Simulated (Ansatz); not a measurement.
Crystal: In2O3.

```
In O
1.0
     2.74350    1.58396    4.83667
    -2.74350    1.58396    4.83667
     0.00000   -3.16792    4.83667
In O
4 6
Cartesian
  0.0000 0.0000 12.4396
  0.0000 0.0000 9.3254
  0.0000 0.0000 2.0704
  0.0000 0.0000 5.1846
  -1.9259 -0.1679 6.0458
  0.8176 1.7519 6.0458
  1.1084 -1.5840 6.0458
  1.9259 0.1679 8.4642
  -0.8176 -1.7519 8.4642
  -1.1084 1.5840 8.4642
```

Base run:

| Quantity | Value |
| --- | --- |
| Program | Ansatz 0.2.0 |
| Functional | PBEsol |
| Potentials or basis | Ansatz PAW |
| Cutoff | 420 eV (not typed: the program's choice for these potentials) |
| k mesh | 6 × 6 × 6 |
| Occupations | fermi-dirac, width 0.05 eV |
| Spin | no spin polarisation |

Its results: band gap on the k mesh 1.20 eV, indirect (least direct gap 1.25 eV); pressure 2.0 GPa; largest force 0.158 eV/Å.

Problem. The run is repeated on the same cell with these changes: functional from PBEsol to r2SCAN; cutoff from 420 eV (not typed: the program's choice for these potentials) to 500 eV (not typed: the program's choice for these potentials). What comes out?

Solution. Band gap on the k mesh 1.89 eV, indirect (least direct gap 1.91 eV); pressure 2.1 GPa; largest force 0.131 eV/Å.

r2SCAN gives the wider gap, since meta-GGAs in the generalised Kohn-Sham scheme recover part of the derivative discontinuity.

Caveats: spin-orbit coupling is left out, which moves the levels of the heavy elements; the PAW data sets come from PBE, with cores solved anew for the run's functional, which leaves a small shift of forces and pressure.
